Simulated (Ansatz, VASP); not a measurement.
# Cross-check of C28N3 between VASP and Ansatz

Aim: how closely do two programs agree when they are given the same cell, functional and k mesh? The cell is taken from a series of runs on this material, whose earlier steps may have relaxed, scaled, displaced or heated it; both programs get it as it stands.

Method: plane waves, with VASP 6.6.1 beside it; single point at HSE06, in Ansatz 0.2.0.

## 1. The structure

The cell holds 31 atoms: 28 C and 3 N. Its edges and angles: a = 6.186 Å, b = 6.186 Å, c = 6.186 Å, α = 109.5°, β = 109.5°, γ = 109.5°. It derives from C (C (Fd-3m)). Nearest the centre at fractional (0.438, 0.438, 0.438): N29 at 1.59 Å, N31 at 1.59 Å, N30 at 1.59 Å, C28 at 2.11 Å, C2 at 2.21 Å, C6 at 2.21 Å, C5 at 2.21 Å, C8 at 2.54 Å.

## 2. Ansatz: single point, HSE06

Ansatz runs on its default PAW (the set named soft_2) files.

A single point gives forces, pressure and levels at one fixed geometry, so differences don't come from the geometry; what else differs is listed under the comparison.

File input.yaml:

```yaml
crystal:
  lattice:
    - [-3.57158176, 3.57158176, 3.57158176]
    - [3.57158176, -3.57158176, 3.57158176]
    - [3.57158176, 3.57158176, -3.57158176]
  atoms:
    - { symbol: C, position: [0.000223948, -0.000221866, 0.500445191] }
    - { symbol: C, position: [0.004139992, 0.258807415, 0.258846955] }
    - { symbol: C, position: [0.000225497, 0.500404355, -0.000178971] }
    - { symbol: C, position: [-0.002517525, 0.75133162, 0.751371037] }
    - { symbol: C, position: [0.259251942, 0.003695644, 0.258847489] }
    - { symbol: C, position: [0.259253091, 0.258807983, 0.003735977] }
    - { symbol: C, position: [0.244244491, 0.499466167, 0.742015923] }
    - { symbol: C, position: [0.244249461, 0.741977148, 0.499509251] }
    - { symbol: C, position: [0.500849611, -0.000222217, -0.000180466] }
    - { symbol: C, position: [0.49991362, 0.24380614, 0.742015556] }
    - { symbol: C, position: [0.499915362, 0.741975785, 0.243843037] }
    - { symbol: C, position: [0.751773785, -0.00296109, 0.751369258] }
    - { symbol: C, position: [0.742420072, 0.243805319, 0.499506046] }
    - { symbol: C, position: [0.742420557, 0.499467985, 0.243841298] }
    - { symbol: C, position: [0.751775853, 0.751331513, -0.002924739] }
    - { symbol: C, position: [0.007682763, 0.007238459, 0.258385586] }
    - { symbol: C, position: [0.007683175, 0.258343207, 0.007277509] }
    - { symbol: C, position: [-0.004886577, 0.49889876, 0.750235201] }
    - { symbol: C, position: [-0.004886264, 0.750191845, 0.498935728] }
    - { symbol: C, position: [0.2587888, 0.007236406, 0.007275857] }
    - { symbol: C, position: [0.250667633, 0.250225227, 0.7431965] }
    - { symbol: "N", position: [0.231159185, 0.50195177, 0.50199298] }
    - { symbol: C, position: [0.250669022, 0.743156365, 0.250262692] }
    - { symbol: C, position: [0.499341228, -0.00532921, 0.750236089] }
    - { symbol: "N", position: [0.502393809, 0.230708327, 0.501988948] }
    - { symbol: "N", position: [0.502397524, 0.50195211, 0.230757186] }
    - { symbol: C, position: [0.499340787, 0.750190751, -0.005292945] }
    - { symbol: C, position: [0.750639539, -0.005328586, 0.498936653] }
    - { symbol: C, position: [0.743601829, 0.250225916, 0.250262079] }
    - { symbol: C, position: [0.750639604, 0.49889933, -0.005290343] }
    - { symbol: C, position: [0.778156467, 0.777714455, 0.777748923] }
basis:
  ecutwfc: 420
  xc_grid: 2
hamiltonian:
  xc: hse06
kpoints:
  mp_grid: { grid: [1, 1, 1] }
magnetization:
  spin_polarized: true
  initial_magnetization: 1
  spin_locking: { lock_magnetization: hard }
scf:
  occupations: { method: fermi_dirac, width: 0.01 }
  max_iter: 120
  n_extra_bands: 20
  lower_state_search: "off"
output:
  forces: true
  eigenvalues: true
checkpoint:
  read: "../relax.run"
  write: "../ground.run"
  compress: false
  write_wavefunctions: true
  write_every: 100000
```

Run with:

```console
ansatz run input.yaml --threads 2 --pin off --max-ram 3768MiB --backend cpu --events-out ev --progress --plain --runs-dir out
```

Numbers of over 12 decimals in the logs are rounded to 6 here.

The log of the run:

```text
Warning: the atoms were moved onto the symmetric positions of the space group found under crystal.symmetry.tolerance 1.0e-5 (fractional; no operation is sought that the atoms, as they stand in a round, miss by more than twice it, and no atom is moved by as much as it), and the run uses the moved positions. Before a round's move an operation carried an atom to 5.08e-5 Å from where it should land, the largest such dist [...]
Warning: the band count 84 (scf.n_extra_bands) hosts the net moment |M| = 1.0000 μB (N_el = 127) but caps the reachable moment at 2·n_bands − N_el = 41.0000 μB, below the 95 bands that the automatic rule leaves for it — a moment growing past the seed, or the majority channel's smearing tail, pins there with fewer empty majority states than that count leaves; raise or omit scf.n_extra_bands unless the cap is intended
Warning: checkpoint.read: the run can stay near the saved state's solution: 26 site(s) moved relative to the saved geometry (max |Δs| = 5.221e-6 fractional); the SCF starts from the saved state under `checkpoint.density_extrapolation: transplant`, in force with no word given; its orbitals are not used off its sites. A run without `checkpoint.read` takes nothing of the state. A lower free energy from it at the same positions (and U, V and field ramp, if any), with starting moments typed, shows a solution that this start missed, and an equal or higher one rules none out (checkpoint.read, Limitations, in the input reference)
Warning: checkpoint.read: hamiltonian.xc differs: saved pbe, current hse06; the SCF iterates under this deck's functional from the saved state
scf.n_extra_bands = 20 over 64 filled bands (N_el = 127.0): the run solves 84 bands
[...]
SCF iter   5: F=-8167.246009 eV  HF=-8167.246008 eV  |F-HF|=1.10e-6  |Δ(HF+E_count)|=   2.85e-5  Δρ=9.70e-5 (↑8.73e-5 ↓9.70e-5)  dr2=1.04e-5  dr2_m=1.06e-5  M=1.000 μB ∫|m|=1.230 μB  ethr=7.62e-9  ⟨swp⟩=3.0  Hψ=637  notcnv=0
SCF 2 stopped early in 5 iterations: F = -8167.246009 eV  dr2 = 1.04e-5
  Residual-converged pass: ⟨swp⟩=3.5  Hψ=408  notcnv=0  max |occ|·‖R‖ = 5.6e-6 eV (tolerance 6.7e-6 eV)  dr2=1.07e-5  dr2_m=1.07e-5  dr2_onsite=7.98e-7  max |Δocc| = 0.0e0
  greatest PAW one-centre occupation: 0.780 electrons in one spin orbital (limit 2), on the N atom at site 25 (counted from 0), in its partial waves of l = 0
hybrid outer 1: dexx = +4.585e-2 eV, tail = 5.51e-5 eV
Exchange kernel: α = 0.2500, screened, ω = 0.2079 Å⁻¹, Wigner–Seitz truncation, v(0) = 558.9497 eV·Å³, q-mesh 1×1×1, nearest image of the exchange supercell L = 6.19 Å, pair-density grid 36×36×36, without the augmentation charges, whose exchange is taken in its separable form (the finest that the files' search goes to)
Frozen-core exchange: fock
SCF iter   1: F=—  HF=-8167.245669 eV  |F-HF|=—  |Δ(HF+E_count)|=         —  Δρ=3.66e-5 (↑3.66e-5 ↓3.25e-5)  dr2=2.88e-6  dr2_m=1.49e-6  M=1.000 μB ∫|m|=1.231 μB  β_m=0.30  ethr=2.17e-7  ⟨swp⟩=5.0  Hψ=403  notcnv=0
preconditioner: auto → none  [insulator: Δε(μ)=3.599 eV  Ē_g=17.878 eV  σ=0.010 eV  W_gap=1.00  n_scr=54 (ndim 8)  ℏωp=31.0 eV  f_vac=0.000  D(μ)=0.00/eV (n_scr^D=0)]
SCF iter   2: F=—  HF=-8167.245670 eV  |F-HF|=—  |Δ(HF+E_count)|=   9.84e-7  Δρ=3.17e-5 (↑3.17e-5 ↓2.71e-5)  dr2=1.15e-6  dr2_m=1.18e-6  M=1.000 μB ∫|m|=1.231 μB  β_m=0.58  ethr=2.16e-9  ⟨swp⟩=3.5  Hψ=392  notcnv=0
SCF iter   3: F=—  HF=-8167.245672 eV  |F-HF|=—  |Δ(HF+E_count)|=   1.17e-6  Δρ=1.54e-5 (↑1.20e-5 ↓1.54e-5)  dr2=1.02e-6  dr2_m=1.29e-7  M=1.000 μB ∫|m|=1.232 μB  β_m=0.58  ethr=8.96e-10  ⟨swp⟩=4.0  Hψ=439  notcnv=0
SCF iter   4: F=—  HF=-8167.245671 eV  |F-HF|=—  |Δ(HF+E_count)|=   4.02e-7  Δρ=7.35e-6 (↑6.49e-6 ↓7.35e-6)  dr2=2.82e-8  dr2_m=7.27e-8  M=1.000 μB ∫|m|=1.232 μB  β_m=0.72  ethr=7.67e-10  ⟨swp⟩=3.0  Hψ=335  notcnv=0
SCF iter   5: F=—  HF=-8167.245671 eV  |F-HF|=—  |Δ(HF+E_count)|=   7.05e-8  Δρ=1.95e-6 (↑1.95e-6 ↓1.77e-6)  dr2=1.38e-8  dr2_m=2.93e-9  M=1.000 μB ∫|m|=1.232 μB  β_m=0.70  ethr=2.13e-11  ⟨swp⟩=5.0  Hψ=521  notcnv=0
SCF iter   6: F=—  HF=-8167.245671 eV  |F-HF|=—  |Δ(HF+E_count)|=   1.71e-9  Δρ=6.80e-7 (↑6.80e-7 ↓6.62e-7)  dr2=3.64e-9  dr2_m=2.64e-10  M=1.000 μB ∫|m|=1.232 μB  β_m=0.64  ethr=1.05e-11  ⟨swp⟩=4.0  Hψ=400  notcnv=0
SCF iter   7: F=-8167.245671 eV  HF=-8167.245671 eV  |F-HF|=5.28e-11  |Δ(HF+E_count)|=   1.13e-9  Δρ=2.48e-7 (↑2.48e-7 ↓1.58e-7)  dr2=1.02e-10  dr2_m=5.09e-11  M=1.000 μB ∫|m|=1.232 μB  ethr=2.80e-12  ⟨swp⟩=3.5  Hψ=382  notcnv=0
SCF 3 converged in 7 iterations: F = -8167.245671 eV  dr2 = 1.02e-10
  Residual-converged pass: ⟨swp⟩=3.0  Hψ=322  notcnv=0  max |occ|·‖R‖ = 2.6e-7 eV (tolerance 2.7e-7 eV)  dr2=1.03e-10  dr2_m=5.35e-11  dr2_onsite=5.46e-12  max |Δocc| = 0.0e0
hybrid outer 2: dexx = +1.906e-6 eV, tail = 1.17e-9 eV, Δε = 1.60e-3 eV (about 1.16e-5 eV left of the loop's levels), ΔF = 1.67e-3 eV/Å (tail 9.04e-5)
this state was not tested for a lower state beside it, because the functional holds exact exchange (a hybrid, or Hartree-Fock), whose exchange loop this test does not read (fock_operator); the stability check (scf.self_checks: high) cannot read this state: a pseudopotential is PAW: the check reads norm-conserving sets alone
hybrid SCF converged: 2 outer / 12 inner (+2 warm-up), last move |dexx| = 1.91e-6 eV, tail = 1.17e-9 eV
Magnetization: 1.0000 μB (64.0000 up, 63.0000 down)
Absolute magnetization: 1.2329 μB (∫|ρ↑−ρ↓|, with the PAW one-centre terms)
Spin contamination: 0.0058 ħ² per cell (⟨S²⟩ above its minimum at these occupations)
Per-site moments (μB) at R_I (Å): [(0.0010972, 0.630631), (-0.00134433, 0.607974), (0.0010972, 0.630631), (-0.013306, 0.607875), (-0.00134433, 0.607974), (-0.00134433, 0.607974), (-0.00218921, 0.604477), (-0.00218921, 0.604477), (0.0010972, 0.630631), (-0.00218921, 0.604477), (-0.00218921, 0.604477), (-0.013306, 0.607875), (-0.00218921, 0.604477), (-0.00218921, 0.604477), (-0.013306, 0.607875), (0.035209, 0.630631),  [...]
Free energy (F): -8167.245671 eV
Frozen-core exchange: fock
Harris-Foulkes:  -8167.245671 eV  (|F-HF|=5.28e-11)
Internal energy: -8167.245671 eV  (E = F + TS)
E sigma→0 (E₀):  -8167.245671 eV
Fermi energy:    14.561495 (↑ 15.311016, ↓ 14.218584) eV
--- Per-component energies (eV) ---
  E_band       = 268.216160
  E_kinetic    = 2975.126773
  E_local      = -2362.602481  (includes V_loc(G=0)·N_el)
  E_nonlocal   = 862.435062
  E_hartree    = 569.428163
  E_xc         = -1245.239614
  E_vxc        = -1534.162002  (∫ρ·V_xc dr)
  E_exx        = -296.457965  (= α·E_x^exact, valence–valence)
  E_paw        = -3156.871529  (= ΣΔE_a)
  E_vpaw       = -218.522371  (= ΣTr[D̂ρ^β])
  E_aug_tail   = 0.000566  (compensation charges beyond the density's cutoff)
  E_ewald      = -5512.516096
  E_core_change = -0.548551  (= ΣΔE_core)
  E_smearing   = -0.000000  (= −TS)
  E_closure    = 0.000000  (closes the sum)
  Σ components = -8167.245671   (vs F -8167.245671, Δ=0.00e0)
--- Forces (eV/Å), atoms counted from 1 ---
  atom   1  C      0.01339209     0.01339209     0.03490788
  atom   2  C      0.12290726     0.00909300     0.00909300
  atom   3  C      0.01339209     0.03490788     0.01339209
  atom   4  C     -0.05050465     0.13520849     0.13520849
  atom   5  C      0.00909300     0.12290726     0.00909300
  atom   6  C      0.00909300     0.00909300     0.12290726
  atom   7  C      0.00541898    -0.06049686     0.02930532
  atom   8  C      0.00541898     0.02930532    -0.06049686
  atom   9  C      0.03490788     0.01339209     0.01339209
  atom  10  C     -0.06049686     0.00541898     0.02930532
  atom  11  C     -0.06049686     0.02930532     0.00541898
  atom  12  C      0.13520849    -0.05050465     0.13520849
  atom  13  C      0.02930532     0.00541898    -0.06049686
  atom  14  C      0.02930532    -0.06049686     0.00541898
  atom  15  C      0.13520849     0.13520849    -0.05050465
  atom  16  C     -0.06526163    -0.06526163    -0.03406611
  atom  17  C     -0.06526163    -0.03406611    -0.06526163
  atom  18  C     -0.04231564     0.00790436     0.00693703
  atom  19  C     -0.04231564     0.00693703     0.00790436
  atom  20  C     -0.03406611    -0.06526163    -0.06526163
  atom  21  C      0.02127944     0.02127944    -0.07765890
  atom  22  N      0.10532857    -0.14160291    -0.14160291
  atom  23  C      0.02127944    -0.07765890     0.02127944
  atom  24  C      0.00790436    -0.04231564     0.00693703
  atom  25  N     -0.14160291     0.10532857    -0.14160291
  atom  26  N     -0.14160291    -0.14160291     0.10532857
  atom  27  C      0.00790436     0.00693703    -0.04231564
  atom  28  C      0.00693703    -0.04231564     0.00790436
  atom  29  C     -0.07765890     0.02127944     0.02127944
  atom  30  C      0.00693703     0.00790436    -0.04231564
  atom  31  C      0.06135959     0.06135959     0.06135959
  max |Σ_I F_I| component: 3.04e-6 eV/Å
--- Band table (eV) ---
  k-point 0 ↑: bands = ["-11.9431", "-9.3049", "-9.3049", "-7.7806", "-6.8844", "-6.8844", "-6.7820", "-6.7061", "-6.7061", "-6.6083", "-6.5027", "-6.5027", "-5.6322", "-2.7691", "-2.7691", "-2.3317", "-2.3317", "-2.1535", "-0.7557", "1.5830", "1.6522", "1.6522", "1.8014", "1.9130", "1.9130", "2.0747", "2.0747", "2.4171", "2.4978", "2.4978", "2.9211", "3.0863", "3.0863", "3.2833", "3.3527", "3.3527", "3.6848", "3.753 [...]
  k-point 0 ↓: bands = ["-11.9051", "-9.2679", "-9.2679", "-7.6223", "-6.8591", "-6.8591", "-6.7777", "-6.6873", "-6.6873", "-6.5757", "-6.4722", "-6.4722", "-5.3774", "-2.7347", "-2.7347", "-2.3096", "-2.3096", "-1.9971", "-0.6401", "1.5949", "1.6778", "1.6778", "1.8749", "1.9417", "1.9417", "2.1193", "2.1193", "2.5301", "2.5301", "2.5682", "3.1177", "3.1177", "3.1318", "3.3626", "3.3975", "3.3975", "3.6928", "3.766 [...]
```

[end of part 1 of 2]

[Lines on the potential files, build, host, timing and source positions are cut from VASP's logs without a mark.]

[Logs are printed without paths, hosts, clocks, repeated set-up lines and the standing remarks that a program may print on its own settings, such as how far it seeks lower states.]

[Hosts, paths, dates, database ids (printed as entryN), source tags and the programs' standing remarks are cut or masked in the printed files.]
